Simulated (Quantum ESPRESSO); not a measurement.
**InP: zone-centre phonons under several settings**

```
In P
1.0
     0.00000    2.93050    2.93050
     2.93050    0.00000    2.93050
     2.93050    2.93050    0.00000
In P
1 1
Direct
  0.00000 0.00000 0.00000
  0.75000 0.75000 0.75000
```

All runs used Quantum ESPRESSO 7.5; potentials GBRV 1.5 LDA; k mesh 4 × 4 × 4, shifted; no spin polarisation; cutoff 762 eV; occupations smeared at first, fixed for the response.

| level | geometry | volume (Å³/atom) | pressure (GPa) | lowest optical mode without the field (cm⁻¹) | sum of the Born charges (e) |
| --- | --- | --- | --- | --- | --- |
| LDA | relaxed at 0 GPa | ? | 0.1 | ? | ? |
| LDA | relaxed at 10 GPa | 22.03 | 10.5 | 351 | -0.09 |
| LDA | relaxed at 25 GPa | 19.81 | 25.8 | 401 | -0.08 |
| LDA | relaxed at 50 GPa | 17.64 | 50.9 | 461 | -0.08 |
| LDA | relaxed at 80 GPa | 16.02 | 80.6 | 516 | -0.08 |

Q: What stands in the row left open?

A: Volume 24.65 Å³/atom; lowest optical mode without the field 304 cm⁻¹; sum of the Born charges -0.10 e.

Caveats: the cell is more than 3 GPa from zero pressure, which shifts response properties (some runs); the volume moved by over 15 % at a fixed basis, so the end points are rough (some runs).

For the row left open. Caveat: the mesh is thin for the dielectric tensor, Born charges and intensities, which usually come out too large; the Born charges break their sum rule by 0.10 e, a sign of too thin a mesh.
